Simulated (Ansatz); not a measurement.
HgSe: equation of state with RPBE+D4

**Measured values to compare with.**

From “The pseudo-binary mercury chalcogenide alloy HgSe0.7S0.3 at high pressure: a mechanism of the zinc blende/cinnabar reconstructive phase transition”, 2002, arxiv:cond-mat/0209548, for a bulk crystal of HgSe: bulk modulus 51.6 ± 0.2 GPa.

Crystal: HgSe.

```
Hg Se
1.0
     0.00000    3.03900    3.03900
     3.03900    0.00000    3.03900
     3.03900    3.03900    0.00000
Hg Se
1 1
Cartesian
  0.0000 0.0000 0.0000
  4.5585 4.5585 4.5585
```

```
Program             : Ansatz 0.2.0
Task                : equation of state
Functional          : RPBE
Dispersion          : D4
Potentials or basis : Ansatz PAW
Cutoff              : 420 eV
Density cutoff      : 1680 eV
k mesh              : 8 × 8 × 8
Occupations         : fermi-dirac, width 0.05 eV
Spin                : no spin polarisation
```

The equilibrium volume is 29.41 Å³/atom and the bulk modulus is 46 GPa. The pressure derivative of the bulk modulus is 5.1.

Energy against volume, from the lowest point:
| volume (Å³/atom) | energy (meV/atom) |
| --- | --- |
| 26.383 | 55.99 |
| 26.944 | 35.52 |
| 27.505 | 20.24 |
| 28.067 | 9.54 |
| 28.628 | 2.95 |
| 29.189 | 0.00 |
| 29.751 | 0.29 |

All runs of the series together: 60 s on 2 threads of Intel(R) Xeon(R) Processor @ 2.50GHz (Skylake/Cascade Lake), on a shared host.

A measured bulk modulus of HgSe is 51.6 GPa (quoted in “The pseudo-binary mercury chalcogenide alloy HgSe0.7S0.3 at high pressure: a mechanism of the zinc blende/cinnabar reconstructive phase transition”, 2002, arxiv:cond-mat/0209548); the calculated 46 GPa misses it by -10.4 %. The fit is for a static lattice scaled at fixed shape and fixed fractional positions.

Caveat: the potentials were made for another functional, which shifts forces and pressure. Spin-orbit coupling is left out, which matters for the levels of Hg.
